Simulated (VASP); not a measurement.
# MoS2 in VASP: a series of runs

One slab, MoS2, is run at these levels: PBE, PBE+D3(BJ); tasks: relaxation of cell and atoms.

Everything below comes from runs of VASP 6.6.1. Logs are shortened: lines on timing, memory, paths and dates and some standing lists are left out, and cuts for length are marked.

### 1 Starting point

The cell holds a slab with vacuum, 9 atoms: a = 3.184 Å, b = 3.184 Å, c = 33.454 Å, α = 90.00°, β = 90.00°, γ = 120.00°.

### 2 Relaxation of cell and atoms, PBE

INCAR reads:

```
  PREC = Accurate
  ENCUT = 600
  EDIFF = 1E-7
  ISMEAR = 0
  SIGMA = 0.03
  LREAL = False
  LASPH = True
  NELM = 80
  ALGO = Normal
  ISIF = 3
  LWAVE = False
  LCHARG = False
  GGA = PE
  IBRION = 2
  NSW = 90
  EDIFFG = -0.005
  LATTICE_CONSTRAINTS = .TRUE. .TRUE. .FALSE.
  KPAR = 4
```

KPOINTS reads:

```
regular mesh
0
Gamma
  12 12 1
```

POSCAR reads:

```
MoS2                                    
1.0
    3.1836202109      0.0000000000      0.0000000000
   -1.5918101055      2.7570959740      0.0000000000
    0.0000000000      0.0000000000     33.4542960000
  S               Mo            
     6     3
Direct
     0.3333333300000021    0.6666666699999979    0.2386890051817994
     0.3333333300000021    0.6666666699999979    0.3320972402199157
     0.6666666699999979    0.3333333300000021    0.4532947347653006
     0.6666666699999979    0.3333333300000021    0.5467052652346990
     0.3333333300000021    0.6666666699999979    0.6679027597800841
     0.3333333300000021    0.6666666699999979    0.7613109948182005
     0.6666666699999979    0.3333333300000021    0.2853948966851861
     0.3333333300000021    0.6666666699999979    0.5000000000000000
     0.6666666699999979    0.3333333300000021    0.7146051033148137
```

Potentials or basis: VASP PAW PBE potentials, release 64 (S, Mo_sv).

On the command line:

```sh
cat potpaw_PBE.64/S/POTCAR potpaw_PBE.64/Mo_sv/POTCAR > POTCAR
mpirun -np 4 vasp_std > vasp.out
```

OUTCAR:

```text
PREC = Accurate
   ENCUT = 600
   EDIFF = 1E-7
   ISMEAR = 0
   LREAL = False
   LASPH = True
   NELM = 80
   ISIF = 3
   GGA = PE
   IBRION = 2
   NSW = 90
   EDIFFG = -0.005

 ion  position               nearest neighbor table
   1  0.333  0.667  0.239-   7 2.41   7 2.41   7 2.41
   2  0.333  0.667  0.332-   7 2.41   7 2.41   7 2.41
   3  0.667  0.333  0.453-   8 2.41   8 2.41   8 2.41
   4  0.667  0.333  0.547-   8 2.41   8 2.41   8 2.41
   5  0.333  0.667  0.668-   9 2.41   9 2.41   9 2.41
   6  0.333  0.667  0.761-   9 2.41   9 2.41   9 2.41
   7  0.667  0.333  0.285-   2 2.41   2 2.41   2 2.41   1 2.41   1 2.41   1 2.41
   8  0.333  0.667  0.500-   3 2.41   4 2.41   3 2.41   4 2.41   3 2.41   4 2.41
   9  0.667  0.333  0.715-   5 2.41   5 2.41   5 2.41   6 2.41   6 2.41   6 2.41

  LATTYP: Found a hexagonal cell.
 ALAT       =     3.1836202109
 C/A-ratio  =    10.5082559425

  Lattice vectors:

 A1 = (   3.1836202109,   0.0000000000,   0.0000000000)
 A2 = (  -1.5918101055,   2.7570959740,   0.0000000000)
 A3 = (   0.0000000000,   0.0000000000,  33.4542960000)

Analysis of symmetry for initial positions (statically):
=====================================================================
 Subroutine PRICEL returns:
 Original cell was already a primitive cell.

 Routine SETGRP: Setting up the symmetry group for a
 hexagonal supercell.

 Subroutine GETGRP returns: Found 12 space group operations
 (whereof 12 operations were pure point group operations)
 out of a pool of 24 trial point group operations.

The static configuration has the point symmetry D_3h.

Analysis of symmetry for dynamics (positions and initial velocities):
=====================================================================
 Subroutine PRICEL returns:
 Original cell was already a primitive cell.

 Routine SETGRP: Setting up the symmetry group for a
 hexagonal supercell.

 Subroutine GETGRP returns: Found 12 space group operations
 (whereof 12 operations were pure point group operations)
 out of a pool of 24 trial point group operations.

The dynamic configuration has the point symmetry D_3h.

 Subroutine INISYM returns: Found 12 space group operations
 (whereof 12 operations are pure point group operations),
 and found     1 'primitive' translations

----------------------------------------------------------------------------------------

                                     Primitive cell
[... 89 lines left out ...]
 SYSTEM =  unknown system
   PREC   = accura    normal or accurate (medium, high low for compatibility)
   ISTART =      0    job   : 0-new  1-cont  2-samecut
   ICHARG =      2    charge: 1-file 2-atom 10-const
   ISPIN  =      1    spin polarized calculation?
   LNONCOLLINEAR =      F non collinear calculations
   LSORBIT =      F    spin-orbit coupling
   LASPH  =      T    aspherical Exc in radial PAW
   ENCUT  =  600.0 eV  44.10 Ry    6.64 a.u.   6.36  6.36 66.82*2*pi/ulx,y,z
   NELM   =     80;   NELMIN=  2; NELMDL= -5     # of ELM steps
   EDIFF  = 0.1E-06   stopping-criterion for ELM
   LREAL  =      F    real-space projection
   EDIFFG = -.5E-02   stopping-criterion for IOM
   NSW    =     90    number of steps for IOM
   IBRION =      2    ionic relax: 0-MD 1-quasi-New 2-CG
   NFREE  =      1    steps in history (QN), initial steepest desc. (CG)
   ISIF   =      3    stress and relaxation
   ISYM   =      2    0-nonsym 1-usesym 2-fastsym
   POTIM  = 0.5000    time-step for ionic-motion
   TEBEG  =    0.0;   TEEND  =   0.0 temperature during run
   PSTRESS=    0.0 pullay stress
   NELECT =      78.0000    total number of electrons
   NUPDOWN=      -1.0000    fix difference up-down
   EMIN   =  10.00;   EMAX   =-10.00  energy-range for DOS
   EFERMI =   0.00;   METHOD = LEGACY
   ISMEAR =     0;   SIGMA  =   0.03  broadening in eV -4-tet -1-fermi 0-gaus
   EFERMI_NEDOS =   21; number of points for ismear=-14 and -15
   IALGO  =     38    algorithm
   IMIX   =      4    mixing-type and parameters
     AMIX     =   0.40;   BMIX     =  1.00
     AMIX_MAG =   1.60;   BMIX_MAG =  1.00
  volume/ion in A,a.u.               =      32.63       220.18
  Fermi-wavevector in a.u.,A,eV,Ry     =   1.052361  1.988674 15.067954  1.107463
  Thomas-Fermi vector in A             =   2.187440
   LORBIT       =      0    0 simple, 1 ext, 2 COOP (PROOUT), +10 PAW based schemes
   GGA     = PE    functional components
   LHFCALC =     F    Hartree Fock is set to
   AEXX    =    0.0000 exact exchange contribution
   IVDW    =     0    specifies the selected vdW correction
   LEPSILON=     F    determine dielectric tensor
   LRPA    =     F    only Hartree local field effects (RPA)
 conjugate gradient relaxation of ions
 non-spin polarized calculation
 Gauss-broadening in eV      SIGMA  =   0.03
  energy-cutoff  :      600.00
  volume of cell :      293.65
 maximum number of plane-waves:      9849
 NGX is ok and might be reduce to    28
   NGX = 13   NGY = 13   NGZ =133

--------------------------------------- Ionic step        1  -------------------------------------------

 number of electron      78.0000000 magnetization

 Free energy of the ion-electron system (eV)
  ---------------------------------------------------
  ext. energy  EPLUGINS =         0.00000000
  ---------------------------------------------------
  free energy    TOTEN  =       -65.56917827 eV

  energy without entropy =      -65.56917827  energy(sigma->0) =      -65.56917827

------------------------ aborting loop because EDIFF is reached ----------------------------------------

  FORCE on cell =-STRESS in cart. coord.  units (eV):
  Direction    XX          YY          ZZ          XY          YZ          ZX
  --------------------------------------------------------------------------------------
  -------------------------------------------------------------------------------------
  Total        0.0477087      0.0477087     -0.0350853     -0.0000000      0.0000000     -0.0000000
  in kB        0.2603053      0.2603053     -0.1914301     -0.0000000      0.0000000     -0.0000000
  external PRESSURE =       0.1097268 kB  Pullay stress =       0.0000000 kB
[... 116 lines left out ...]
--------------------------------------- Ionic step        4  -------------------------------------------

 number of electron      78.0000000 magnetization

 Free energy of the ion-electron system (eV)
  ---------------------------------------------------
  ext. energy  EPLUGINS =         0.00000000
  ---------------------------------------------------
  free energy    TOTEN  =       -65.56919307 eV

  energy without entropy =      -65.56919307  energy(sigma->0) =      -65.56919307

 E-fermi :   1.4774     XC(G=0):  -6.4303

 val. band max:        1.2520557005   @ k =   0.0000   0.0000   0.0000
 cond. band min:       2.7220116718   @ k =   0.3333   0.3333   0.0000
 fundamental gap:      1.4699559713
 Fermi energy:         1.4773932700

 k-point     1 :       0.0000    0.0000    0.0000
  band No.  band energies     occupation
      1     -59.8110      2.00000
      2     -59.8109      2.00000
      3     -59.8109      2.00000
      4     -33.9499      2.00000
      5     -33.9497      2.00000
      6     -33.9497      2.00000
[... 956 lines left out ...]
  FREE ENERGIE OF THE ION-ELECTRON SYSTEM (eV)
  ---------------------------------------------------
  free  energy   TOTEN  =       -65.5691930705 eV

  energy  without entropy=      -65.5691930705  energy(sigma->0) =      -65.56919307

 reached required accuracy - stopping structural energy minimisation
```

OSZICAR:

```text
N       E                     dE             d eps       ncg     rms          rms(c)
DAV:   1     0.762142157049E+03    0.76214E+03   -0.44631E+04  2092   0.166E+03
DAV:   2    -0.164086268339E+02   -0.77855E+03   -0.76132E+03  2210   0.383E+02
DAV:   3    -0.680691742507E+02   -0.51661E+02   -0.50954E+02  2134   0.893E+01
DAV:   4    -0.700725058055E+02   -0.20033E+01   -0.19950E+01  2346   0.162E+01
[... 47 lines left out ...]
DAV:   2    -0.655691936304E+02   -0.43543E-06   -0.30015E-05  2050   0.262E-02    0.947E-03
DAV:   3    -0.655691934535E+02    0.17685E-06   -0.83524E-07  2080   0.453E-03    0.674E-03
DAV:   4    -0.655691933206E+02    0.13289E-06   -0.58451E-07  1928   0.346E-03    0.291E-03
DAV:   5    -0.655691931399E+02    0.18076E-06   -0.97161E-08  1256   0.209E-03    0.102E-03
DAV:   6    -0.655691930705E+02    0.69413E-07   -0.36605E-08  1232   0.997E-04
   4 F= -.65569193E+02 E0= -.65569193E+02  d E =-.489010E-05
```

It took 4.1 min on 4 MPI ranks of Intel Xeon 6975P-C (Granite Rapids), shared host; peak memory 0.67 GiB.

Results:

```yaml
Free_energy: -65.5692 eV
Relaxed_volume: 32.64 Å³/atom
Relaxed_cell: a = 3.184 Å, b = 3.184 Å, c = 33.454 Å, α = 90.00°, β = 90.00°, γ = 120.00°
Space_group_after_relaxing_to_0.05_Å: P-6m2 (No. 187)
Energy_gained_by_relaxing: 0.0 meV/atom
Ionic_steps: 4
Band_gap_on_the_k_mesh: 1.47 eV, indirect (least direct gap 1.67 eV)
```

Final structure:
```
S Mo
1.0
     3.18427    0.00000    0.00000
    -1.59213    2.75766    0.00000
     0.00000    0.00000   33.45430
S Mo
6 3
Direct
  0.33333 0.66667 0.23870
  0.33333 0.66667 0.33209
  0.66667 0.33333 0.45331
  0.66667 0.33333 0.54669
  0.33333 0.66667 0.66791
  0.33333 0.66667 0.76130
  0.66667 0.33333 0.28539
  0.33333 0.66667 0.50000
  0.66667 0.33333 0.71461
```

Caveat: without dispersion, layers of such crystals drift apart on relaxing, which shifts levels and gaps; volumes and pressures include the vacuum.

### 3 Relaxation of cell and atoms, PBE+D3(BJ)

This run uses another cell than the first one, of 32.33 Å³/atom, 0.991 times its volume.

INCAR reads:

```
  ALGO = Normal
  EDIFF = 1E-6
  EDIFFG = -0.01
  ENCUT = 600
  GGA = PE
  IBRION = 2
  ISIF = 3
  ISMEAR = 0
  IVDW = 12
  KPAR = 8
  LASPH = T
  LATTICE_CONSTRAINTS = .TRUE. .TRUE. .FALSE.
  LCHARG = F
  LREAL = F
  LWAVE = F
  NELM = 80
  NSW = 90
  PREC = Accurate
  SIGMA = 0.03
```

KPOINTS reads:

```
k-points
0
Gamma
  12 12 1
```

POSCAR reads:

```
MoS2
1.0
    3.1690000000      0.0000000000      0.0000000000
   -1.5845000000      2.7444345000      0.0000000000
    0.0000000000      0.0000000000     33.4542960000
S Mo
6 3
Direct
    0.3333333300      0.6666666700      0.2690237500
    0.3333333300      0.6666666700      0.3625930700
    0.6666666700      0.3333333300      0.4532153400
    0.6666666700      0.3333333300      0.5467846600
    0.3333333300      0.6666666700      0.6374069300
    0.3333333300      0.6666666700      0.7309762500
    0.6666666700      0.3333333300      0.3158084100
    0.3333333300      0.6666666700      0.5000000000
    0.6666666700      0.3333333300      0.6841915900
```

Potentials or basis: VASP PAW PBE potentials, release 64 (S, Mo_sv).

On the command line:

```sh
cat potpaw_PBE.64/S/POTCAR potpaw_PBE.64/Mo_sv/POTCAR > POTCAR
mpirun -np 8 vasp_std > vasp.out
```

Wall time 18 min (8 MPI ranks of Intel Xeon Platinum 8559C (Emerald Rapids), shared host); peak memory 0.68 GiB.

It converged, with:

| Property | Result |
| --- | --- |
| Free energy | -68.9596 eV |
| Relaxed volume | 31.95 Å³/atom |
| Relaxed cell | a = 3.150 Å, b = 3.150 Å, c = 33.454 Å, α = 90.00°, β = 90.00°, γ = 120.00° |
| Space group after relaxing (to 0.05 Å) | P-6m2 (No. 187) |
| Energy gained by relaxing | 1.9 meV/atom |
| Ionic steps | 27 |
| Largest force after relaxing | 0.003 eV/Å |
| Band gap on the k mesh | 1.03 eV, indirect (least direct gap 1.73 eV) |
| Dispersion energy per atom | -0.396 eV |

Forces in eV/Å, atoms in the order of the input:
```
S    0.000  0.000  0.000
S    0.000  0.000  0.003
S    0.000  0.000 -0.002
S    0.000  0.000  0.002
S    0.000  0.000 -0.003
S    0.000  0.000  0.000
Mo   0.000  0.000 -0.001
Mo   0.000  0.000  0.000
Mo   0.000  0.000  0.001
```

The path:
```tsv
step	energy change (eV)	largest force (eV/Å)	pressure (GPa)	volume (Å³)
1	0.0000	0.0777	-0.97	290.96
2	-0.0004	0.2377	0.93	284.88
3	-0.0109	0.0880	-0.03	287.86
4	-0.0119	0.0418	-0.09	287.50
5	-0.0120	0.0197	-0.13	287.23
6	-0.0120	0.0179	-0.12	287.25
7	-0.0120	0.0177	-0.11	287.27
8	-0.0121	0.0225	-0.15	287.36
9	-0.0122	0.0352	-0.21	287.54
10	-0.0122	0.0349	-0.20	287.54
11	-0.0123	0.0330	-0.20	287.53
12	-0.0124	0.0303	-0.19	287.52
13	-0.0126	0.0243	-0.17	287.50
14	-0.0131	0.0206	-0.13	287.45
15	-0.0139	0.0353	-0.04	287.36
16	-0.0147	0.0654	0.13	287.17
17	-0.0148	0.0834	0.20	287.08
18	-0.0149	0.0830	0.20	287.10
19	-0.0151	0.0808	0.20	287.14
20	-0.0154	0.0781	0.17	287.23
21	-0.0160	0.0713	0.14	287.40
22	-0.0166	0.0591	0.08	287.74
23	-0.0167	0.0540	0.06	287.88
24	-0.0169	0.0431	0.02	287.84
25	-0.0171	0.0143	-0.03	287.74
26	-0.0172	0.0032	-0.06	287.70
27	-0.0172	0.0033	-0.03	287.54
```

Final structure:
```cif
data_structure
_symmetry_space_group_name_H-M 'P 1'
_symmetry_Int_Tables_number 1
_cell_length_a 3.1504
_cell_length_b 3.1504
_cell_length_c 33.4543
_cell_angle_alpha 90.000
_cell_angle_beta 90.000
_cell_angle_gamma 120.000
_cell_volume 287.54
loop_
_atom_site_label
_atom_site_type_symbol
_atom_site_fract_x
_atom_site_fract_y
_atom_site_fract_z
_atom_site_occupancy
S1 S 0.33333 0.66667 0.27198 1
S2 S 0.33333 0.66667 0.36563 1
S3 S 0.66667 0.33333 0.45322 1
S4 S 0.66667 0.33333 0.54678 1
S5 S 0.33333 0.66667 0.63437 1
S6 S 0.33333 0.66667 0.72802 1
Mo1 Mo 0.66667 0.33333 0.31883 1
Mo2 Mo 0.33333 0.66667 0.50000 1
Mo3 Mo 0.66667 0.33333 0.68117 1
```

Levels at points of the mesh, in eV from the valence-band top:
```
           k point  band 35  band 36  band 37  band 38  band 39  band 40  band 41  band 42  band 43  band 44
(0.00, 0.00, 0.00)    -2.04    -1.65    -0.95    -0.33     0.00     2.21     2.21     2.23     2.23     2.24
(0.50, 0.00, 0.00)    -1.52    -1.44    -1.33    -1.27    -1.23     1.74     1.76     1.78     2.15     2.27
```

A hybrid or GW would open this gap; PBE tends to underestimate it.

(Continued in part 2 of 2.)
